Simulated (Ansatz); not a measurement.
HgTe, DFT, LDA, PAW with Ansatz's default frozen-core files, scalar-relativistic (Ansatz 0.2.0), run on 1 thread of Arm Neoverse V1 on a shared host.

The cell is COD entry 1538296, as deposited and not checked against the literature; nothing was relaxed. The listed cell was then made from it by scaling, straining or moving an atom.

Command: `ansatz run input.yaml --threads 1 --pin off --max-ram 3072MiB --backend cpu --events-out ev --progress --plain --runs-dir out`

```yaml
crystal:
  lattice:
    - [0.029215, 2.9361075, 2.9361075]
    - [2.9361075, 0.029215, 2.9361075]
    - [2.9361075, 2.9361075, 0.029215]
  atoms:
    - { symbol: Hg, position: [0.0, 0.0, 0.0] }
    - { symbol: Te, position: [0.5, 0.5, 0.5] }
kpoints:
  mp_grid: { grid: [10, 10, 10] }
scf:
  occupations: { method: fermi_dirac, width: 0.08 }
hamiltonian:
  xc: lda
  pseudopotentials: { kind: paw }
output:
  forces: true
  stress: true
  eigenvalues: true
  efg: { contact_densities: true }
```

Q: How large is the problem that the program sets up?

A: 116 irreducible k-points, 947 plane waves at Γ, 22 bands.

Q: Estimate the wall time and the peak memory.

A: 8.4 s of wall time for 6 SCF iterations, with a peak of 0.44 GiB. Times on shared machines scatter by tens of per cent.

Q: And the same cell and mesh by crystal-made all-electron datasets, asked for forces, stress, eigenvalues, efg, on the same hardware?

A: 15 s, peak memory 0.56 GiB.
